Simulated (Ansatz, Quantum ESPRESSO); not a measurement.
This is a calculation of ZnS (Wurtzite-4H) for Ansatz 0.2.0. 

File input.yaml:

```yaml
crystal:
  lattice:
    - [3.8227, 0.0, 0.0]
    - [-1.91135, 3.310555311, 0.0]
    - [0.0, 0.0, 12.52]
  atoms:
    - { symbol: Zn, position: [0.6666666667, 0.3333333333, 0.75] }
    - { symbol: Zn, position: [0.3333333333, 0.6666666667, 0.25] }
    - { symbol: Zn, position: [0.0, 0.0, 0.5] }
    - { symbol: Zn, position: [0.0, 0.0, 0.0] }
    - { symbol: S, position: [0.6666666667, 0.3333333333, 0.9375] }
    - { symbol: S, position: [0.3333333333, 0.6666666667, 0.4375] }
    - { symbol: S, position: [0.0, 0.0, 0.6875] }
    - { symbol: S, position: [0.0, 0.0, 0.1875] }
kpoints:
  mp_grid: { grid: [8, 8, 3] }
scf:
  occupations: { method: fermi_dirac, width: 0.05 }
hamiltonian:
  xc: pbe
  pseudopotentials: { kind: all_electron, lapw: { basis_error: 0.001 } }
output:
  forces: true
  stress: true
  eigenvalues: true
  populations: true
```

Potentials or basis: all-electron LAPW, scalar-relativistic.

Command:

```sh
$ ansatz run input.yaml --threads 4 --pin off --max-ram 12288MiB --backend cpu --events-out ev --progress --plain --runs-dir out
```

Problem. Set up the same calculation for Quantum ESPRESSO 7.5. Potentials or basis there: SSSP 1.3 efficiency PBE, cutoff 748 eV.

Solution. As run (cutoffs and basis follow the program's own potentials, and thresholds, step limits or extra output files can differ):

File pw.in:

```
&CONTROL
  calculation = 'scf'
  prefix = 'pwscf'
  outdir = './tmp'
  pseudo_dir = './pseudo'
  tprnfor = .true.
  tstress = .true.
  disk_io = 'nowf'
/
&SYSTEM
  ibrav = 0
  nat = 8
  ntyp = 2
  ecutwfc = 55
  ecutrho = 440
  nbnd = 67
  occupations = 'smearing'
  smearing = 'fd'
  degauss = 0.00367493
/
&ELECTRONS
  conv_thr = 1.6d-09
  electron_maxstep = 120
  mixing_beta = 0.5
/
ATOMIC_SPECIES
Zn    65.3800 Zn_pbe_v1.uspp.F.UPF
S     32.0600 s_pbe_v1.4.uspp.F.UPF
CELL_PARAMETERS angstrom
   3.8227000000    0.0000000000    0.0000000000
  -1.9113500000    3.3105553110    0.0000000000
   0.0000000000    0.0000000000   12.5200000000
ATOMIC_POSITIONS crystal
Zn     0.6666666667    0.3333333333    0.7500000000
Zn     0.3333333333    0.6666666667    0.2500000000
Zn     0.0000000000    0.0000000000    0.5000000000
Zn     0.0000000000    0.0000000000    0.0000000000
S      0.6666666667    0.3333333333    0.9375000000
S      0.3333333333    0.6666666667    0.4375000000
S      0.0000000000    0.0000000000    0.6875000000
S      0.0000000000    0.0000000000    0.1875000000
K_POINTS automatic
8 8 3 0 0 0
```

Potentials or basis: SSSP 1.3 efficiency PBE.

Run with:

```console
$ OMP_NUM_THREADS=1 mpirun -n 2 pw.x -nk 2 -in pw.in > pw.out
```

Both were run:

|  | Ansatz | Quantum ESPRESSO |
| --- | --- | --- |
| Pressure | 1.3 GPa | 1.3 GPa |

Where Ansatz's input types no cutoff or centring, it takes its own default and a Γ-centred mesh.

Pressure is positive in compression.
